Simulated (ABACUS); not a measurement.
# WS2 (R3m) in ABACUS: reference runs

Aim: a first look at WS2 with PBEsol, on the cell as given and on a disturbed one.

Program: ABACUS 3.10.1. These are calculated values, not measurements. Logs are shortened: lines on timing, memory, paths and dates and some standing lists are left out, and cuts for length are marked.

## (1) The crystal as given

It takes space group R3m (No. 160, trigonal). Conventional cell: a = 3.158 Å, b = 3.158 Å, c = 18.490 Å, α = 90.00°, β = 90.00°, γ = 120.00°. W (site symmetry 3m) is surrounded by 6 S at 2.39 to 2.42 Å. S (site symmetry 3m) has 3 W at 2.42 Å as nearest neighbours. S (site symmetry 3m) has 3 W at 2.39 Å as nearest neighbours.

Measurements of this composition are mostly on another form, of space group No. 194.

## (2) Single point, PBEsol

The input, INPUT:

```
INPUT_PARAMETERS
suffix              WS2
calculation         scf
basis_type          pw
pseudo_dir          ./
symmetry            1
dft_functional      pbesol
ecutwfc             74
pseudo_rcut         7
nspin               1
nbands              17
ks_solver           dav
smearing_method     fd
smearing_sigma      0.00367493
scf_thr             1e-08
scf_nmax            100
mixing_type         broyden
mixing_beta         0.7
cal_force           1
cal_stress          1
kpar                4
```

The input, STRU:

```
ATOMIC_SPECIES
W 183.8400 W.upf
S 32.0600 S.upf

LATTICE_CONSTANT
1.8897261246

LATTICE_VECTORS
1.5790000000 0.9116360751 6.1633333333
-1.5790000000 0.9116360751 6.1633333333
0.0000000000 -1.8232721501 6.1633333333

ATOMIC_POSITIONS
Direct

W
0.0
1
0.0000000000 0.0000000000 0.0000000000 1 1 1

S
0.0
2
0.5810000000 0.5810000000 0.5810000000 1 1 1
0.7503000000 0.7503000000 0.7503000000 1 1 1
```

The input, KPT:

```
K_POINTS
0
Gamma
10 10 10 0 0 0
```

Potentials or basis: PseudoDojo NC SR 0.4.1 PBEsol standard, plane waves.

Started as:

```sh
> OMP_NUM_THREADS=1 mpirun -np 4 abacus > log
```

running log:

```text
ABACUS v3.10.1

               Atomic-orbital Based Ab-initio Computation at UStc

 ------------------------------------------------------------------------------------

 READING GENERAL INFORMATION
                           global_out_dir = OUT.WS2/
                           global_in_card = INPUT
                               pseudo_dir = ./
                              orbital_dir =
                                    DSIZE = 4
                                    GSIZE = 1

 READING UNITCELL INFORMATION
                                    ntype = 2
                  lattice constant (Bohr) = 1.88973
              lattice constant (Angstrom) = 1

 READING ATOM TYPE 1
                               atom label = W
                      L=0, number of zeta = 1
                      L=1, number of zeta = 1
                      L=2, number of zeta = 1
             number of atom for this type = 1

 READING ATOM TYPE 2
                               atom label = S
                      L=0, number of zeta = 1
                      L=1, number of zeta = 1
                      L=2, number of zeta = 1
             number of atom for this type = 2

                        TOTAL ATOM NUMBER = 3
DIRECT COORDINATES
    atom                   x                   y                   z     mag                  vx                  vy                  vz
taud_W1            0.0000000000        0.0000000000        0.0000000000  0.0000        0.0000000000        0.0000000000        0.0000000000
taud_S1            0.5810000000        0.5810000000        0.5810000000  0.0000        0.0000000000        0.0000000000        0.0000000000
taud_S2            0.7503000000        0.7503000000        0.7503000000  0.0000        0.0000000000        0.0000000000        0.0000000000

                          Volume (Bohr^3) = 359.225
                             Volume (A^3) = 53.2317

 Lattice vectors: (Cartesian coordinate: in unit of a_0)
               +1.579           +0.911636            +6.16333
               -1.579           +0.911636            +6.16333
                   +0            -1.82327            +6.16333
 Reciprocal vectors: (Cartesian coordinate: in unit of 2 pi/a_0)
            +0.316656           +0.182821          +0.0540833
            -0.316656           +0.182821          +0.0540833
                   +0           -0.365643          +0.0540833
 The esolver type has been set to : ksdft_pw

                PAO radial cut off (Bohr) = 7

 Read in pseudopotential file is W.upf
                     pseudopotential type = NC
          exchange-correlation functional = PBESOL
                 nonlocal core correction = 1
                        valence electrons = 14
                                     lmax = 3
                           number of zeta = 4
                     number of projectors = 8
                           L of projector = 0
                           L of projector = 0
                           L of projector = 1
                           L of projector = 1
                           L of projector = 2
                           L of projector = 2
                           L of projector = 3
                           L of projector = 3
                PAO radial cut off (Bohr) = 7

 Read in pseudopotential file is S.upf
                     pseudopotential type = NC
          exchange-correlation functional = PBESOL
                 nonlocal core correction = 1
                        valence electrons = 6
                                     lmax = 2
                           number of zeta = 2
                     number of projectors = 6
                           L of projector = 0
                           L of projector = 0
                           L of projector = 1
                           L of projector = 1
                           L of projector = 2
                           L of projector = 2
     initial pseudo atomic orbital number = 18

 SETUP THE ELECTRONS NUMBER
             electron number of element W = 14
       total electron number of element W = 14
             electron number of element S = 6
       total electron number of element S = 12
            AUTOSET number of electrons:  = 26
                           occupied bands = 13
                                   NBANDS = 17
                                   NLOCAL = 27

%%%%%%%%%%%%%%%%%%%%%%%%%%%%%%%%%%%%%%%%%%%%%%%%%%%%%%%%%%%%%%%%%%%%%%%%%%%%%%%%%%%%%%%%%%%%%%%%%%%%%%%%%%
 Warning: the number of valence electrons in pseudopotential > 6 for W: [Xe] 4f14 5d4 6s2
 Pseudopotentials with additional electrons can yield (more) accurate outcomes, but may be less efficient.
 If you're confident that your chosen pseudopotential is appropriate, you can safely ignore this warning.
%%%%%%%%%%%%%%%%%%%%%%%%%%%%%%%%%%%%%%%%%%%%%%%%%%%%%%%%%%%%%%%%%%%%%%%%%%%%%%%%%%%%%%%%%%%%%%%%%%%%%%%%%%

 SETUP THE PLANE WAVE BASIS
 energy cutoff for charge/potential (unit:Ry) = 296
[... 79 lines left out ...]
                     BRAVAIS LATTICE NAME = 07. Rhombohedral (Trigonal) cell
                                    ibrav = 7
                       right hand lattice = 1
(for k-lattice: )
                             BRAVAIS TYPE = 7
                     BRAVAIS LATTICE NAME = 07. Rhombohedral (Trigonal) cell
                                    ibrav = 7
                       right hand lattice = 1
                        ROTATION MATRICES = 12
                               nkstot_ibz = 116
K-POINTS REDUCTION ACCORDING TO SYMMETRY
     IBZ    DIRECT_X    DIRECT_Y    DIRECT_Z  WEIGHT  ibz2bz
       1  0.00000000  0.00000000  0.00000000  0.0010       0
       2  0.10000000  0.00000000  0.00000000  0.0060       1
       3  0.20000000  0.00000000  0.00000000  0.0060       2
       4  0.30000000  0.00000000  0.00000000  0.0060       3
       5  0.40000000  0.00000000  0.00000000  0.0060       4
       6  0.50000000  0.00000000  0.00000000  0.0030       5
[... 22 lines left out ...]
      29  0.50000000  0.40000000  0.00000000  0.0120      45
      30 -0.40000000  0.40000000  0.00000000  0.0060      46
[... 86 further k points ...]

                               nkstot now = 116
[... K-POINTS DIRECT COORDINATES: 116 rows ...]

           k-point number in this process = 29
       minimum distributed K point number = 29
[... stars of the k points ...]

[... K-POINTS CARTESIAN COORDINATES: 29 rows ...]

[... K-POINTS DIRECT COORDINATES: 29 rows ...]

 SETUP PLANE WAVES FOR WAVE FUNCTIONS
     energy cutoff for wavefunc (unit:Ry) = 74
              fft grid for wave functions = [ 72, 72, 72 ]
                    number of plane waves = 4907
                         number of sticks = 479

 PARALLEL PW FOR WAVE FUNCTIONS
     PROC   COLUMNS(POT)             PW
        1            479           4907
 --------------- sum -------------------
        1            479           4907

 SETUP NONLOCAL PSEUDOPOTENTIALS IN PLANE WAVE BASIS
 W non-local projectors:
 projector 1 L=0
 projector 2 L=0
 projector 3 L=1
 projector 4 L=1
 projector 5 L=2
 projector 6 L=2
 projector 7 L=3
 projector 8 L=3
 S non-local projectors:
 projector 1 L=0
 projector 2 L=0
 projector 3 L=1
 projector 4 L=1
 projector 5 L=2
 projector 6 L=2
      TOTAL NUMBER OF NONLOCAL PROJECTORS = 68

 Init Non-Local PseudoPotential table :
 Init Non-Local-Pseudopotential done.

                                     npwx = 3878

 Make real space PAO into reciprocal space.
       max mesh points in Pseudopotential = 701
     dq(describe PAO in reciprocal space) = 0.01
                                    max q = 1037

 number of pseudo atomic orbitals for W is 4
WARNING: norm of atomic wavefunction # 3 of atomic type W is 0.999353, renormalized
WARNING: norm of atomic wavefunction # 4 of atomic type W is 0.996494, renormalized

 number of pseudo atomic orbitals for S is 2
WARNING: norm of atomic wavefunction # 1 of atomic type S is 0.999996, renormalized
WARNING: norm of atomic wavefunction # 2 of atomic type S is 0.999702, renormalized

 -------------------------------------------
 SELF-CONSISTENT
 -------------------------------------------

                                 init_chg = atomic

 PW ALGORITHM --------------- ION=   1  ELEC=   1--------------------------------

 Notice: Threshold on eigenvalues was too large.
 hsover_error=0.26 > DRHO=0.0921011
 Origin diag ethr = 0.01
 New diag ethr = 0.000354235

 Density error is 0.0929203089603
                          Error Threshold = 0.000354235077129
----------------------------------------------------------
     Energy           Rydberg                 eV
----------------------------------------------------------
 E_KohnSham     -195.9045097407      -2665.4175963695
 E_Harris       -196.6968771765      -2676.1983084065
 E_Fermi        0.8961984077         12.1934048839
----------------------------------------------------------
[... 87 lines left out ...]
 Density error is 1.73121326516e-09
                          Error Threshold = 3.2844452639e-10
----------------------------------------------------------
     Energy           Rydberg                 eV
----------------------------------------------------------
 E_KohnSham     -195.9292728127      -2665.7545152488
 E_KS(sigma->0) -195.9292727970      -2665.7545150361
 E_Harris       -195.9296177634      -2665.7592085446
 E_band         -13.9297933162       -189.5245610633
 E_one_elec     -81.8725224274       -1113.9328146455
 E_Hartree      51.5015596147        700.7146666467
 E_xc           -45.6320818164       -620.8563243054
 E_Ewald        -119.9262281523      -1631.6800425193
 E_entropy(-TS) -0.0000000313        -0.0000004253
 E_descf        0.0000000000         0.0000000000
 E_exx          0.0000000000         0.0000000000
 E_Fermi        0.8903851090         12.1143108968
----------------------------------------------------------

 charge density convergence is achieved
 final etot is -2665.7545152 eV
 EFERMI = 12.114310897 eV

 STATE ENERGY(eV) AND OCCUPATIONS    NSPIN == 1
 1/29 kpoint (Cartesian) = 0.0000 0.0000 0.0000 (3859 pws)
       1       -62.9752     0.00200000
       2       -27.2407     0.00200000
       3       -27.0530     0.00200000
       4       -27.0530     0.00200000
       5       -4.02060     0.00200000
       6       -2.00510     0.00200000
[... 9 lines left out ...]
      16        14.1903    1.85970e-21
[... 82 lines left out ...]
       4       -27.1389     0.00600000
       5       -1.73253     0.00600000
       6       -1.37646     0.00600000
[... 9 lines left out ...]
      16        15.2183    6.57020e-30
      17        15.5091    1.95665e-32

[... levels at 23 further k points ...]

------------------------------------------------------------------------------------------
 TOTAL-FORCE (eV/Angstrom)
------------------------------------------------------------------------------------------
                        W1         0.0000000000         0.0000000000        -0.5983657929
                        S1         0.0000000000         0.0000000000         0.3680875295
                        S2         0.0000000000         0.0000000000         0.2302782634
------------------------------------------------------------------------------------------

----------------------------------------------------------------
 TOTAL-STRESS (KBAR)
----------------------------------------------------------------
        -9.8544117780        -0.0000000000        -0.0000000000
        -0.0000000000        -9.8544117776         0.0000000001
         0.0000000000         0.0000000001         0.3333020328
----------------------------------------------------------------
 TOTAL-PRESSURE: -6.458507 KBAR

 --------------------------------------------
 !FINAL_ETOT_IS -2665.7545152487568885 eV
 --------------------------------------------
```

It took 85 s on 4 MPI ranks of Intel Xeon 6975P-C (Granite Rapids), shared host; peak memory 0.76 GiB.

What came out:

```yaml
Free_energy: -2665.7545 eV
Pressure: -0.6 GPa
Largest_force: 0.598 eV/Å
Band_gap_on_the_k_mesh: 1.02 eV, indirect (least direct gap 2.23 eV)
```

Forces on the atoms (eV/Å):
```
W    0.000  0.000 -0.598
S    0.000  0.000  0.368
S    0.000  0.000  0.230
```

Stress tensor (GPa, compression positive):
```
-0.99  0.00  0.00
 0.00 -0.99  0.00
 0.00  0.00  0.03
```

Caveat: spin-orbit coupling is left out, which moves the levels of the heavy elements. A k mesh can miss the band edges.

## (3) Single point, PBEsol (atoms moved at random, drawn with an rms of 0.05 Å)

INPUT is that of step 2.

The input, STRU:

```
ATOMIC_SPECIES
W 183.8400 W.upf
S 32.0600 S.upf

LATTICE_CONSTANT
1.8897261246

LATTICE_VECTORS
1.5790000000 0.9116360751 6.1633333333
-1.5790000000 0.9116360751 6.1633333333
0.0000000000 -1.8232721501 6.1633333333

ATOMIC_POSITIONS
Direct

W
0.0
1
-0.0129770000 0.0109140000 0.0083710000 1 1 1

S
0.0
2
0.5857000000 0.5814600000 0.5725220000 1 1 1
0.7475030000 0.7399750000 0.7708190000 1 1 1
```

KPT is that of step 2.

Potentials or basis: PseudoDojo NC SR 0.4.1 PBEsol standard, plane waves.

Started as:

```sh
> OMP_NUM_THREADS=1 mpirun -np 4 abacus > log
```

Wall time 6.8 min (4 MPI ranks of Intel Xeon 6975P-C (Granite Rapids), shared host); peak memory 1.2 GiB.

The run converged. Its results:

* Free energy: -2665.6695 eV
* Pressure: -3.6 GPa
* Largest force: 1.652 eV/Å
* Band gap on the k mesh: 0.93 eV, indirect (least direct gap 2.06 eV)

Forces on the atoms (eV/Å):
```
W    0.952 -0.012 -1.350
S   -0.380 -0.326  1.314
S   -0.572  0.338  0.037
```

Stress tensor (GPa, compression positive):
```
-2.65 -0.85 -0.77
-0.85 -2.91  3.02
-0.77  3.02 -5.36
```

Levels at points of the mesh, in eV from the valence-band top:
```tsv
k point	band 9	band 10	band 11	band 12	band 13	band 14	band 15	band 16	band 17
(0.00, 0.00, 0.00)	-3.27	-2.25	-1.86	-1.60	-1.12	1.95	2.25	2.58	2.70
(0.50, 0.00, 0.00)	-5.23	-4.03	-2.44	-1.72	-1.52	2.43	2.56	3.45	3.81
(0.00, 0.50, 0.00)	-5.12	-3.89	-2.59	-1.82	-1.54	2.36	2.60	3.56	3.88
(0.50, 0.50, 0.00)	-4.88	-3.88	-3.16	-1.89	-1.39	2.35	2.66	3.26	4.34
(0.00, 0.00, 0.50)	-5.16	-3.97	-2.64	-1.81	-1.42	2.39	2.60	3.36	3.90
(0.50, 0.00, 0.50)	-4.80	-3.80	-3.30	-1.85	-1.51	2.32	2.69	3.29	4.24
(0.00, 0.50, 0.50)	-4.91	-3.94	-3.16	-1.87	-1.37	2.37	2.58	3.16	4.34
(0.50, 0.50, 0.50)	-3.37	-3.27	-2.22	-1.80	0.00	2.06	2.22	2.44	2.67
```

Caveat: spin-orbit coupling is left out, which moves the levels of the heavy elements.
